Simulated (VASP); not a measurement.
**VASP 6.6.1, PBEsol relaxation of cell and atoms, HgTe (rocksalt)**

INCAR

```
ISIF = 3
SIGMA = 0.02
NELM = 120
ENCUT = 600
IBRION = 2
PREC = Accurate
EDIFF = 1E-7
LWAVE = .FALSE.
NBANDS = 16
GGA = PS
NSW = 40
LREAL = .FALSE.
LCHARG = .FALSE.
EDIFFG = -5E-3
LASPH = .TRUE.
ISMEAR = -1
```

KPOINTS

```
KPOINTS created by Atomic Simulation Environment
0
Gamma
6 6 6
0 0 0
```

POSCAR

```
Hg Te
 1.0000000000000000
     0.0000000000000000    3.0695573675518215    3.0695573675518215
     3.0695573675518215    0.0000000000000000    3.0695573675518215
     3.0695573675518215    3.0695573675518215   -0.0000000000000000
 Hg  Te
   1   1
Cartesian
 -0.0000000000000000 -0.0000000000000000  0.0000000000000000
  3.0695573675518215  3.0695573675518215  3.0695573675518215
```

VASP ran with the recommended PBE PAW datasets (18 valence electrons in the cell).

Command

```
mpirun -np 1 vasp_std
```

From OUTCAR

```
k-points           NKPTS =     16   k-points in BZ     NKDIM =     16   number of bands    NBANDS=     16

   NELECT =      18.0000    total number of electrons

   dimension x,y,z NGX =    36 NGY =   36 NGZ =   36
   dimension x,y,z NGXF=    72 NGYF=   72 NGZF=   72

  energy-cutoff  :      600.00
  volume of cell :       54.26
      direct lattice vectors                 reciprocal lattice vectors
     0.000000000  3.004790366  3.004790366    -0.166400959  0.166400959  0.166400959
     3.004790366  0.000000000  3.004790366     0.166400959 -0.166400959  0.166400959
     3.004790366  3.004790366  0.000000000     0.166400959  0.166400959 -0.166400959

 k-points in reciprocal lattice and weights: KPOINTS created by Atomic Simulation Env
   0.00000000  0.00000000  0.00000000       0.005
   0.16666667  0.00000000  0.00000000       0.037
   0.33333333  0.00000000  0.00000000       0.037
   0.50000000  0.00000000  0.00000000       0.019
   0.16666667  0.16666667  0.00000000       0.028
   0.33333333  0.16666667  0.00000000       0.111
   0.50000000  0.16666667  0.00000000       0.111
  -0.33333333  0.16666667  0.00000000       0.111
   ...

 E-fermi :   4.8675

 k-point     1 :       0.0000    0.0000    0.0000
  band No.  band energies     occupation
      1      -7.6426      2.00000
      2      -2.0973      2.00000
      3      -2.0973      2.00000
      4      -2.0332      2.00000
      5      -2.0332      2.00000
      6      -2.0332      2.00000
      7       3.9142      2.00000
      8       3.9738      2.00000
      9       3.9738      2.00000
     10       3.9738      2.00000
     11      12.3695      0.00000
     12      12.3695      0.00000
     13      12.3695      0.00000
     14      12.5831      0.00000
     15      12.5831      0.00000
     16      12.5831      0.00000

 k-point     2 :       0.1667    0.0000    0.0000
  band No.  band energies     occupation
      1      -7.3851      2.00000
      2      -2.1979      2.00000
      3      -2.1979      2.00000
      4      -2.0766      2.00000
      5      -1.9904      2.00000
      6      -1.9904      2.00000
      7       1.5225      2.00000
      8       4.2099      2.00000
      9       4.2099      2.00000
     10       6.1782      0.00000
     11      10.2845      0.00000
     12      11.0012      0.00000
     13      11.0012      0.00000
     14      12.3077      0.00000
     15      13.0548      0.00000
     16      13.0548      0.00000

 k-point     3 :       0.3333    0.0000    0.0000
  band No.  band energies     occupation
      1      -6.7328      2.00000
      2      -2.3943      2.00000
      3      -2.3943      2.00000
      4      -2.3127      2.00000
      5      -1.8917      2.00000
      6      -1.8917      2.00000
      7      -0.3483      2.00000
      8       4.7405      1.99651
      9       4.7405      1.99651
     10       7.2568      0.00000
     11       8.8989      0.00000
     12       9.3268      0.00000
     13       9.3268      0.00000
     14      13.2606      0.00000
     15      14.3669      0.00000
     16      14.3669      0.00000

 k-point     4 :       0.5000    0.0000    0.0000
  band No.  band energies     occupation
      1      -6.2752      2.00000
      2      -2.6681      2.00000
      3      -2.4863      2.00000
      4      -2.4863      2.00000
      5      -1.8404      2.00000
      6      -1.8404      2.00000
      7      -0.9516      2.00000
      8       5.0695      0.00008
      9       5.0695      0.00008
     10       7.2333      0.00000
     11       8.5965      0.00000
     12       8.5965      0.00000
     13       8.6313      0.00000
     14      15.1554      0.00000
     15      15.7450      0.00000
     16      15.7450      0.00000

 k-point     5 :       0.1667    0.1667    0.0000
  band No.  band energies     occupation
      1      -7.3177      2.00000
      2      -2.3253      2.00000
      3      -2.0740      2.00000
      4      -2.0699      2.00000
      5      -1.9905      2.00000
      6      -1.9905      2.00000
      7       1.8662      2.00000
      8       3.5723      2.00000
      9       3.5723      2.00000
     10       6.7305      0.00000
     11       9.4649      0.00000
     12      10.7594      0.00000
     13      11.8314      0.00000
     14      11.8314      0.00000
     15      14.6468      0.00000
     16      14.6468      0.00000

 k-point     6 :       0.3333    0.1667    0.0000
  band No.  band energies     occupation
      1      -6.8504      2.00000
      2      -2.4475      2.00000
      3      -2.1912      2.00000
      4      -2.1345      2.00000
      5      -1.9241      2.00000
      6      -1.8808      2.00000
      7       0.3916      2.00000
      8       3.5321      2.00000
      9       3.8585      2.00000
     10       6.1371      0.00000
     11       9.4507      0.00000
     12      10.6158      0.00000
     13      11.2027      0.00000
     14      12.2055      0.00000
     15      14.9555      0.00000
     16      15.4287      0.00000

 k-point     7 :       0.5000    0.1667    0.0000
  band No.  band energies     occupation
      1      -6.3441      2.00000
      2      -2.4362      2.00000
      3      -2.3771      2.00000
      4      -2.2849      2.00000
      5      -1.8389      2.00000
      6      -1.8246      2.00000
      7      -0.7670      2.00000
      8       3.5024      2.00000
      9       4.0933      2.00000
     10       6.1604      0.00000
     11       8.9813      0.00000
     12      10.0092      0.00000
     13      11.3812      0.00000
     14      13.1450      0.00000
     15      15.9511      0.00000
     16      16.3503      0.00000

 k-point     8 :      -0.3333    0.1667    0.0000
  band No.  band energies     occupation
      1      -6.4483      2.00000
      2      -2.5194      2.00000
      3      -2.4470      2.00000
      4      -2.1639      2.00000
      5      -1.8742      2.00000
      6      -1.8166      2.00000
      7      -0.4945      2.00000
      8       2.9069      2.00000
      9       4.8746      0.82484
     10       7.0390      0.00000
     11       8.6449      0.00000
     12       9.2200      0.00000
     13      11.1795      0.00000
     14      14.0284      0.00000
     15      14.1794      0.00000
     16      16.1224      0.00000

 k-point     9 :      -0.1667    0.1667    0.0000
  band No.  band energies     occupation
      1      -7.0118      2.00000
      2      -2.3603      2.00000
      3      -2.3234      2.00000
      4      -2.0937      2.00000
      5      -1.9582      2.00000
      6      -1.8979      2.00000
      7       0.6329      2.00000
      8       3.1020      2.00000
      9       4.9579      0.02159
     10       7.5448      0.00000
     11       8.7614      0.00000
     12       9.5869      0.00000
     13      10.5899      0.00000
     14      12.8902      0.00000
     15      13.9264      0.00000
     16      15.1292      0.00000

 k-point    10 :       0.3333    0.3333    0.0000
  band No.  band energies     occupation
      1      -6.7129      2.00000
      2      -2.2321      2.00000
      3      -2.1551      2.00000
      4      -2.0144      2.00000
      5      -1.8552      2.00000
      6      -1.8552      2.00000
      7       1.0456      2.00000
      8       2.7240      2.00000
      9       2.7240      2.00000
     10       3.7825      2.00000
     11       9.7617      0.00000
     12      12.4427      0.00000
     13      12.8911      0.00000
     14      12.8911      0.00000
     15      16.5230      0.00000
     16      17.3016      0.00000

 k-point    11 :       0.5000    0.3333    0.0000
  band No.  band energies     occupation
      1      -6.4545      2.00000
      2      -2.1782      2.00000
      3      -2.1267      2.00000
      4      -1.9390      2.00000
      5      -1.7862      2.00000
      6      -1.5815      2.00000
      7       0.0626      2.00000
      8       1.5816      2.00000
      9       2.8129      2.00000
     10       4.1068      2.00000
     11       9.9543      0.00000
     12      12.4794      0.00000
     13      12.5206      0.00000
     14      14.0113      0.00000
     15      16.5288      0.00000
     16      17.6006      0.00000

 k-point    12 :      -0.3333    0.3333    0.0000
  band No.  band energies     occupation
      1      -6.3073      2.00000
      2      -2.3306      2.00000
      3      -2.2993      2.00000
      4      -2.0097      2.00000
      5      -1.8185      2.00000
      6      -1.6166      2.00000
      7      -0.2774      2.00000
      8       1.1977      2.00000
      9       3.7281      2.00000
     10       5.4853      0.00000
     11      10.2375      0.00000
     12      10.9404      0.00000
     13      12.1897      0.00000
     14      13.4059      0.00000
     15      14.6403      0.00000
     16      17.0843      0.00000

 ...

  Total       -0.0019959     -0.0019959     -0.0019959     -0.0000000     -0.0000000      0.0000000
  in kB       -0.0589343     -0.0589343     -0.0589343     -0.0000000     -0.0000000      0.0000000
  external PRESSURE =      -0.0589343 kB  Pullay stress =       0.0000000 kB

 POSITION                                       TOTAL-FORCE (eV/Angst)
 -----------------------------------------------------------------------------------
      0.00000      0.00000      0.00000        -0.000000     -0.000000      0.000000
      3.00479      3.00479      3.00479         0.000000      0.000000     -0.000000
 -----------------------------------------------------------------------------------
    total drift:                               -0.000000      0.000000      0.000000

  FREE ENERGIE OF THE ION-ELECTRON SYSTEM (eV)
  ---------------------------------------------------
  free  energy   TOTEN  =        -4.2459874459 eV

  energy  without entropy=       -4.2428041787  energy(sigma->0) =       -4.24439581
```

CONTCAR

```
Hg Te
   1.00000000000000
     0.0000000000000000    3.0047903663948961    3.0047903663948961
     3.0047903663948961    0.0000000000000000    3.0047903663948961
     3.0047903663948961    3.0047903663948961    0.0000000000000000
  Hg              Te
     1     1
Direct
     0.0000000000000000    0.0000000000000000    0.0000000000000000
     0.5000000000000000    0.5000000000000000    0.5000000000000000

  0.00000000E+00  0.00000000E+00  0.00000000E+00
  0.00000000E+00  0.00000000E+00  0.00000000E+00
```

The relaxed cell vector lengths is 4.249, 4.249, 4.249 Å and the relaxed cell volume is 54.26 Å³.

The run was restarted once from its relaxed cell; OSZICAR and OUTCAR are the second run's.

The run (the restart alone) took about 20 s on one core of a shared host (Intel Xeon Platinum 8488C) and held 0.2 GiB at most.
